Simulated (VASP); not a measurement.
# MnS (F-43m) in VASP: further runs

Runs on MnS. Level: LDA+U. Tasks: single point.

All numbers are computed with VASP 6.6.1; they aren't measurements. Logs are shortened: lines on timing, memory, paths and dates and some standing lists are left out, and cuts for length are marked.

## (1) The crystal as given

The structure is cubic, space group F-43m (No. 216). The conventional cell has a = 5.600 Å, b = 5.600 Å, c = 5.600 Å, α = 90.00°, β = 90.00°, γ = 90.00°. Mn (site symmetry -43m) has 4 S at 2.42 Å as nearest neighbours. Around S (site symmetry -43m) lie 4 Mn at 2.42 Å.

## (2) Single point, LDA+U, collinear spin, typed start

INCAR

```
SYSTEM = MnS
PREC = Accurate ; ENCUT = 520
EDIFF = 1E-6 ; ISMEAR = 0
SIGMA = 0.05 ; LREAL = .False.
LASPH = .True. ; NELM = 150
ALGO = Fast ; ISIF = 2
LWAVE = .False. ; LCHARG = .False.
ISPIN = 2 ; MAGMOM = 5 5 0 0
LORBIT = 11 ; LMAXMIX = 4
LDAU = .True. ; LDAUTYPE = 2
LDAUL = 2 -1 ; LDAUU = 8 0
LDAUJ = 0 0 ; LDAUPRINT = 1
GGA = CA ; NBANDS = 31
```

KPOINTS

```
regular mesh
0
Gamma
  6 6 6
  0 0 0
```

POSCAR

```
MnS
1.0
    0.0000000000      2.8000000000      2.8000000000
    5.6000000000      2.8000000000      2.8000000000
    5.6000000000      5.6000000000      0.0000000000
Mn S
2 2
Direct
    0.0000000000      0.0000000000      0.0000000000
    0.0000000000      0.0000000000      0.5000000000
    0.7500000000      0.7500000000      0.0000000000
    0.7500000000      0.7500000000      0.5000000000
```

Potentials or basis: VASP PAW LDA potentials, release 64 (Mn_pv, S).

Launch:

```sh
> cat potpaw_LDA.64/Mn_pv/POTCAR potpaw_LDA.64/S/POTCAR > POTCAR
> mpirun -np 1 vasp_std > vasp.out
```

OUTCAR:

```text
SYSTEM = MnS
   PREC = Accurate
   ENCUT = 520
   EDIFF = 1E-6
   ISMEAR = 0
   LREAL = .False.
   LASPH = .True.
   NELM = 150
   ISIF = 2
   ISPIN = 2
   LORBIT = 11
   GGA = CA

 ion  position               nearest neighbor table
   1  0.000  0.000  0.000-   3 2.42   4 2.42   3 2.42   4 2.42
   2  0.000  0.000  0.500-   4 2.42   3 2.42   3 2.42   4 2.42
   3  0.750  0.750  0.000-   1 2.42   2 2.42   2 2.42   1 2.42
   4  0.750  0.750  0.500-   2 2.42   1 2.42   1 2.42   2 2.42

  LATTYP: Found a simple tetragonal cell.
 ALAT       =     3.9597979746
 C/A-ratio  =     1.4142135624

  Lattice vectors:

 A1 = (   0.0000000000,  -2.8000000000,   2.8000000000)
 A2 = (   0.0000000000,  -2.8000000000,  -2.8000000000)
 A3 = (   5.6000000000,   0.0000000000,   0.0000000000)

Analysis of symmetry for initial positions (statically):
=====================================================================
 Subroutine PRICEL returns following result:

  LATTYP: Found a face centered cubic cell.
 ALAT       =     5.6000000000
[... 12 lines left out ...]
 Subroutine GETGRP returns: Found  8 space group operations
 (whereof  8 operations were pure point group operations)
 out of a pool of 16 trial point group operations.

The static configuration has the point symmetry D_2d.

Analysis of symmetry for dynamics (positions and initial velocities):
=====================================================================
 Subroutine PRICEL returns following result:

  LATTYP: Found a face centered cubic cell.
 ALAT       =     5.6000000000
[... 12 lines left out ...]
 Subroutine GETGRP returns: Found  8 space group operations
 (whereof  8 operations were pure point group operations)
 out of a pool of 16 trial point group operations.

The dynamic configuration has the point symmetry D_2d.

Analysis of structural, dynamic, and magnetic symmetry:
=====================================================================
 Subroutine PRICEL returns following result:

  LATTYP: Found a face centered cubic cell.
 ALAT       =     5.6000000000
[... 12 lines left out ...]
 Subroutine GETGRP returns: Found  8 space group operations
[... 206 lines left out ...]
  o =  0.0429  v =  0.0000  0.0000  0.0000  0.0000  0.0000  0.0000  1.0000  0.0000  0.0000 -0.0000      0.0000  0.0000  0.0000  0.0000  0.0000  0.0000  0.0000  0.0000  0.0000  0.0000
  o =  0.0429  v =  0.0000  0.0000  0.0000  0.0000  0.0000  0.0000  0.0000 -0.0000 -1.0000  0.0000      0.0000  0.0000  0.0000  0.0000  0.0000  0.0000  0.0000  0.0000  0.0000  0.0000
  o =  0.0429  v =  0.0000  0.0000  0.0000  0.0000  0.0000  1.0000  0.0000  0.0000  0.0000  0.0000      0.0000  0.0000  0.0000  0.0000  0.0000  0.0000  0.0000  0.0000  0.0000  0.0000
  o =  0.9443  v =  0.0000  0.0000 -0.5000  0.0000  0.8660  0.0000  0.0000  0.0000  0.0000  0.0000      0.0000  0.0000  0.0000  0.0000  0.0000  0.0000  0.0000  0.0000  0.0000  0.0000
  o =  0.9444  v =  0.0000 -0.0000  0.8660 -0.0000  0.5000  0.0000  0.0000  0.0000  0.0000  0.0000      0.0000  0.0000  0.0000  0.0000  0.0000  0.0000  0.0000  0.0000  0.0000  0.0000
  o =  0.9534  v =  0.0000 -1.0000 -0.0000  0.0000  0.0000  0.0000  0.0000  0.0000  0.0000  0.0000      0.0000  0.0000  0.0000  0.0000  0.0000  0.0000  0.0000  0.0000  0.0000  0.0000
  o =  0.9535  v =  0.0000  0.0000  0.0000  1.0000  0.0000  0.0000  0.0000  0.0000  0.0000  0.0000      0.0000  0.0000  0.0000  0.0000  0.0000  0.0000  0.0000  0.0000  0.0000  0.0000
  o =  0.9535  v =  1.0000  0.0000  0.0000  0.0000  0.0000  0.0000  0.0000  0.0000  0.0000  0.0000      0.0000  0.0000  0.0000  0.0000  0.0000  0.0000  0.0000  0.0000  0.0000  0.0000

 number of electron      37.9999986 magnetization       9.9999994

 Free energy of the ion-electron system (eV)
  ---------------------------------------------------
  ext. energy  EPLUGINS =         0.00000000
  ---------------------------------------------------
  free energy    TOTEN  =       -25.32877763 eV

  energy without entropy =      -25.32877763  energy(sigma->0) =      -25.32877763

 E-fermi :   3.9395     XC(G=0):  -9.6895

 val. band max:        3.6715862625   @ k =   0.0000   0.0000   0.0000
 cond. band min:       5.2775784377   @ k =   0.0000   0.0000   0.0000
 fundamental gap:      1.6059921752
 Fermi energy:         3.9394527513

 spin component 1

 k-point     1 :       0.0000    0.0000    0.0000
  band No.  band energies     occupation
      1     -46.0543      1.00000
      2     -46.0523      1.00000
      3     -46.0523      1.00000
      4     -46.0510      1.00000
      5     -46.0509      1.00000
      6     -46.0509      1.00000
[... 1625 lines left out ...]
     30      12.1634      0.00000
     31      13.4506      0.00000

 [... further k-points ...]
[... 5 lines left out ...]
  --------------------------------------------------------------------------------------
  -------------------------------------------------------------------------------------
  Total        1.4027706      1.4076178      1.4076178      0.0000000     -0.0000000     -0.0000000
  in kB       25.5954727     25.6839164     25.6839164      0.0000000     -0.0000000     -0.0000000
  external PRESSURE =      25.6544352 kB  Pullay stress =       0.0000000 kB

 VOLUME and BASIS-vectors are now :
 -----------------------------------------------------------------------------
  energy-cutoff  :      520.00
  volume of cell :       87.81
      direct lattice vectors                 reciprocal lattice vectors
     0.000000000  2.800000000  2.800000000    -0.178571429  0.178571429  0.178571429
     5.600000000  2.800000000  2.800000000     0.178571429 -0.178571429  0.178571429
     5.600000000  5.600000000  0.000000000     0.000000000  0.178571429 -0.178571429

 POSITION                                       TOTAL-FORCE (eV/Angst)
 -----------------------------------------------------------------------------------
      0.00000      0.00000      0.00000         0.000000     -0.000000      0.000000
      2.80000      2.80000      0.00000         0.000000      0.000000      0.000000
      4.20000      4.20000      4.20000        -0.000000      0.000000     -0.000000
      7.00000      7.00000      4.20000        -0.000000     -0.000000     -0.000000
 -----------------------------------------------------------------------------------
    total drift:                               -0.000011      0.000003      0.000000

  FREE ENERGIE OF THE ION-ELECTRON SYSTEM (eV)
  ---------------------------------------------------
  free  energy   TOTEN  =       -25.3287776317 eV

  energy  without entropy=      -25.3287776317  energy(sigma->0) =      -25.32877763

 total charge

# of ion       s       p       d       tot
------------------------------------------
    1        0.278   6.227   4.885  11.390
    2        0.278   6.227   4.885  11.390
    3        1.312   2.486   0.000   3.798
    4        1.312   2.486   0.000   3.798
--------------------------------------------------
tot          3.180  17.427   9.769  30.376

 magnetization (x)

# of ion       s       p       d       tot
------------------------------------------
    1        0.039   0.049   4.584   4.672
    2        0.039   0.049   4.584   4.672
    3        0.002  -0.001   0.000   0.001
    4        0.002  -0.001   0.000   0.001
--------------------------------------------------
tot          0.082   0.096   9.167   9.346
```

OSZICAR:

```text
N       E                     dE             d eps       ncg     rms          rms(c)
DAV:   1     0.379952418186E+03    0.37995E+03   -0.20711E+04  5304   0.127E+03
DAV:   2     0.443628517448E+01   -0.37552E+03   -0.35534E+03  5144   0.365E+02
DAV:   3    -0.219688891714E+02   -0.26405E+02   -0.26032E+02  5926   0.103E+02
DAV:   4    -0.225625309091E+02   -0.59364E+00   -0.59299E+00  5600   0.156E+01
DAV:   5    -0.225735926202E+02   -0.11062E-01   -0.11060E-01  6111   0.233E+00    0.152E+01
RMM:   6    -0.240750573136E+02   -0.15015E+01   -0.13118E+01  5261   0.189E+01    0.155E+01
RMM:   7    -0.252368072406E+02   -0.11617E+01   -0.13853E+00  5264   0.601E+00    0.963E+00
RMM:   8    -0.253161780232E+02   -0.79371E-01   -0.33424E-01  5816   0.342E+00    0.514E+00
RMM:   9    -0.253210326821E+02   -0.48547E-02   -0.66811E-02  6336   0.170E+00    0.982E-01
RMM:  10    -0.253264344593E+02   -0.54018E-02   -0.24624E-02  6124   0.103E+00    0.497E-01
RMM:  11    -0.253283043315E+02   -0.18699E-02   -0.47751E-03  5724   0.425E-01    0.254E-01
RMM:  12    -0.253285896043E+02   -0.28527E-03   -0.10941E-03  6573   0.222E-01    0.216E-01
RMM:  13    -0.253285045798E+02    0.85025E-04   -0.29598E-04  6264   0.111E-01    0.121E-01
RMM:  14    -0.253287745727E+02   -0.26999E-03   -0.16419E-04  5684   0.730E-02    0.224E-02
RMM:  15    -0.253287769399E+02   -0.23672E-05   -0.32334E-05  5875   0.306E-02    0.187E-02
RMM:  16    -0.253287776317E+02   -0.69182E-06   -0.72105E-06  5567   0.146E-02
   1 F= -.25328778E+02 E0= -.25328778E+02  d E =-.665941E-16  mag=    10.0000
```

Run time: 4.8 min. Hardware: 1 thread of Intel Xeon 6975P-C (Granite Rapids), shared host; peak memory 0.34 GiB.

What came out:

```yaml
Free_energy: -25.3288 eV
Pressure: 2.6 GPa
Band_gap_on_the_k_mesh: 1.61 eV
Net_moment: 10.00 μB per cell
Site_moments: Mn +4.67; S +0.00 μB
Valence_electrons_inside_the_program's_atomic_spheres: Mn 11.39; S 3.80
```

Eigenvalues of the final occupation matrices:
| site | spin | trace | eigenvalues |
| --- | --- | --- | --- |
| site 1 d | 1 | 4.75 | 0.94 0.94 0.95 0.95 0.95 |
| site 1 d | 2 | 0.15 | 0.01 0.01 0.04 0.04 0.04 |
| site 2 d | 1 | 4.75 | 0.94 0.94 0.95 0.95 0.95 |
| site 2 d | 2 | 0.15 | 0.01 0.01 0.04 0.04 0.04 |

A k mesh can miss the band edges. The state reached can hang on the start; a lower one may exist.

## (3) Single point, LDA+U, collinear spin, twin_end start

INCAR

```
SYSTEM = MnS
PREC = Accurate ; ENCUT = 520
EDIFF = 1E-6 ; ISMEAR = 0
SIGMA = 0.05 ; LREAL = .FALSE.
LASPH = .TRUE. ; NELM = 150
ALGO = Normal ; ISIF = 2
LWAVE = .FALSE. ; LCHARG = .FALSE.
ISPIN = 2 ; MAGMOM = 4.38 -4.38 0 0
LORBIT = 11 ; LMAXMIX = 4
LDAU = .TRUE. ; LDAUTYPE = 2
LDAUL = 2 -1 ; LDAUU = 8 0
LDAUJ = 0 0 ; LDAUPRINT = 1
GGA = CA ; NBANDS = 31
```

KPOINTS

```
Automatic mesh
0
G
  6 6 6
  0 0 0
```

POSCAR is that of step 2.

Potentials or basis: VASP PAW LDA potentials, release 64 (Mn_pv, S).

Launch:

```sh
> cat potpaw_LDA.64/Mn_pv/POTCAR potpaw_LDA.64/S/POTCAR > POTCAR
> mpirun -np 1 vasp_std > vasp.out
```

Wall time 3 min (1 thread of Intel Xeon 6975P-C (Granite Rapids), shared host); peak memory 0.34 GiB.

It converged, with:

* Free energy: -25.4168 eV
* Pressure: 1.5 GPa
* Band gap on the k mesh: 2.76 eV
* Net moment: 0.00 μB per cell
* Site moments: Mn +4.62, -4.62; S +0.00 μB
* Valence electrons inside the program's atomic spheres: Mn 11.39; S 3.79

Stress tensor (GPa, compression positive):
```
1.38 0.00 0.00
0.00 1.62 0.00
0.00 0.00 1.62
```

Levels at points of the mesh, in eV from the valence-band top:
Spin up:
```csv
k point,band 17,band 18,band 19,band 20,band 21,band 22
"(0.00, 0.00, 0.00)",-0.21,0.00,0.00,2.76,3.33,4.30
"(0.50, 0.00, 0.00)",-0.81,-0.27,-0.18,4.09,4.75,5.04
"(0.50, 0.50, 0.00)",-1.49,-1.49,-1.34,3.02,3.02,3.94
"(0.00, 0.00, 0.50)",-1.34,-0.90,-0.29,4.53,5.21,5.21
"(0.50, 0.00, 0.50)",-1.86,-1.86,-1.79,4.02,4.02,5.25
"(0.00, 0.50, 0.50)",-1.30,-0.21,-0.21,4.19,4.58,5.08
```
Spin down:
```tsv
k point	band 16	band 17	band 18	band 19	band 20	band 21	band 22	band 23
(0.00, 0.00, 0.00)	-1.59	-0.21	0.00	0.00	2.76	3.33	4.30	5.56
(0.50, 0.00, 0.00)	-0.90	-0.81	-0.27	-0.18	4.09	4.75	5.04	5.13
(0.50, 0.50, 0.00)	-1.59	-1.49	-1.49	-1.34	3.02	3.02	3.94	4.99
(0.00, 0.00, 0.50)	-1.89	-1.34	-0.90	-0.29	4.53	5.21	5.21	5.56
(0.50, 0.00, 0.50)	-2.33	-1.86	-1.86	-1.79	4.02	4.02	5.25	5.50
(0.00, 0.50, 0.50)	-1.40	-1.30	-0.21	-0.21	4.19	4.58	5.08	5.56
```

Eigenvalues of the final occupation matrices:
```
    site  spin  trace               eigenvalues
site 1 d     1   4.74  0.94 0.94 0.95 0.95 0.95
site 1 d     2   0.17  0.01 0.02 0.05 0.05 0.05
site 2 d     1   0.17  0.01 0.02 0.05 0.05 0.05
site 2 d     2   4.74  0.94 0.94 0.95 0.95 0.95
```

A k mesh can miss the band edges. The state reached can hang on the start; a lower one may exist.

(Part 1 of 2 ends here.)
